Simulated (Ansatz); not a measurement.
## CaO, space group P6_3/mmc: densities of the highest filled and lowest empty bands, step by step

With Ansatz 0.2.0, Python API.

`POSCAR_cao`
```text
CaO
1.0
   3.99197582    0.00000000    0.00000000
  -1.99598791    3.45715248    0.00000000
   0.00000000    0.00000000    4.78484001
Ca O
2 2
Direct
   0.33333333    0.66666667    0.75000000
   0.66666667    0.33333333    0.25000000
   0.33333333    0.66666667    0.25000000
   0.66666667    0.33333333    0.75000000
```

Run as a notebook:

```python
import itertools

import ansatz as az
from ase.io import read
import numpy as np
```

```python
atoms = read("POSCAR_cao", format="vasp")
cao = az.Crystal.from_ase(atoms)
```

```python
[site.symbol for site in cao.resolved().sites]
```

    ['Ca', 'Ca', 'O', 'O']

```python
calc = cao.calculation()
calc = calc.functional(az.Functional.PBESOL).kpoints(spacing=0.36)
calc = calc.occupations("fixed").band_densities([("v2", "v1"), ("c1", "c2")])
res = calc.run(threads=1)
r = res.report
```

    DeckWarning: basis.ecutwfc = 420 eV, auto-derived from the records' recommended cutoffs: set by Ca (normal level)

```python
r["published_state_doubts"]
```

    []

```python
cell = np.asarray(res.lattice.cell_ang)
for names, window in zip([("v2", "v1"), ("c1", "c2")], res.band_densities().windows):
    density = window.outcome.density
    rho = density.channels[0].density_e_per_ang3
    axes = density.fft_grid_basis @ cell
    points = np.stack(np.meshgrid(*(np.arange(n) / n for n in rho.shape), indexing="ij"), axis=-1)
    print("bands", names, "electrons", np.round(window.outcome.n_electrons, 3), "peak", round(float(rho.max()), 3), "e/A^3")
    for index, site in enumerate(res.lattice.sites):
        offset = points - np.asarray(site.position_ang) @ np.linalg.inv(axes)
        offset -= np.round(offset)
        distance = np.min([np.linalg.norm((offset + image) @ axes, axis=-1) for image in itertools.product((-1, 0, 1), repeat=3)], axis=0)
        print(f"   {index} {site.symbol:2s} {100 * rho[distance < 1.2].sum() / rho.sum():5.1f} % within 1.2 A")
```

    bands ('v2', 'v1') electrons [4.] peak 1.756 e/A^3
       0 Ca   3.5 % within 1.2 A
       1 Ca   3.5 % within 1.2 A
       2 O   41.2 % within 1.2 A
       3 O   41.2 % within 1.2 A
    bands ('c1', 'c2') electrons [4.] peak 0.457 e/A^3
       0 Ca  14.2 % within 1.2 A
       1 Ca  14.2 % within 1.2 A
       2 O    8.4 % within 1.2 A
       3 O    8.4 % within 1.2 A

What to keep in mind:
- This cell is a computed structure, which may not be the phase found in nature.
- Warnings are shown shortened and without file and line.
- The windows are summed over all k-points with every state counted as full, the empty ones too; where a window cuts a degenerate level its bands share the weight. Values near the nuclei depend on the potentials. Spheres that overlap count density twice, so shares are no populations.
- By the engine's processor time: 1.4 s on 1 thread of Intel(R) Xeon(R) Processor @ 2.30GHz, on a shared host, peak memory 0.62 GiB.
